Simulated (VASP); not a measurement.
Input of a VASP 6.6.1 run:

The input INCAR:

```
SYSTEM = Ag
  PREC = Accurate
  ENCUT = 520
  EDIFF = 1E-7
  ISMEAR = 1
  SIGMA = 0.1
  LREAL = .FALSE.
  LASPH = .TRUE.
  NELM = 120
  ALGO = Fast
  ISIF = 2
  LWAVE = .FALSE.
  LCHARG = .FALSE.
  LDIPOL = .TRUE.
  IDIPOL = 3
  DIPOL = 0.5 0.5 0.500
  GGA = PE
  IVDW = 12
  IBRION = 2
  NSW = 90
  EDIFFG = -0.02
  KPAR = 2
```

The input KPOINTS:

```
Automatic mesh
0
G
  13 13 1
  0 0 0
```

The input POSCAR:

```
Ag
1.0
    2.9749537400      0.0000000000      0.0000000000
   -1.4874769200      2.5763856000      0.0000000000
    0.0000000000      0.0000000000     29.0359352800
Ag
4
Direct
    0.0000000000      0.0000000000      0.3837845200
    0.6666670000      0.3333330000      0.4612592000
    0.3333330000      0.6666670000      0.5387408000
    1.0000000000      0.0000000000      0.6162154800
```

Potentials or basis: VASP PAW PBE potentials, release 64 (Ag).

Run with:

```console
$ cat potpaw_PBE.64/Ag/POTCAR > POTCAR
$ mpirun -np 2 vasp_std > vasp.out
```

Q: What does it give for the dispersion energy per atom?

A: -0.428 eV.

Q: Predict the band gap on the k mesh.

A: None (metal or under the smearing width).

Q: What does it give for the energy gained by relaxing?

A: 4.8 meV/atom.

Step by step:
```
step  energy change (eV)  largest force (eV/Å)  pressure (GPa)
   1              0.0000                0.2205           -0.93
   2             -0.0043                0.1804           -1.02
   3             -0.0122                0.1490           -1.27
   4             -0.0075                0.3301           -1.69
   5             -0.0137                0.2133           -1.42
   6             -0.0174                0.1213           -1.50
   7             -0.0192                0.0211           -1.60
   8             -0.0192                0.0121           -1.61
```
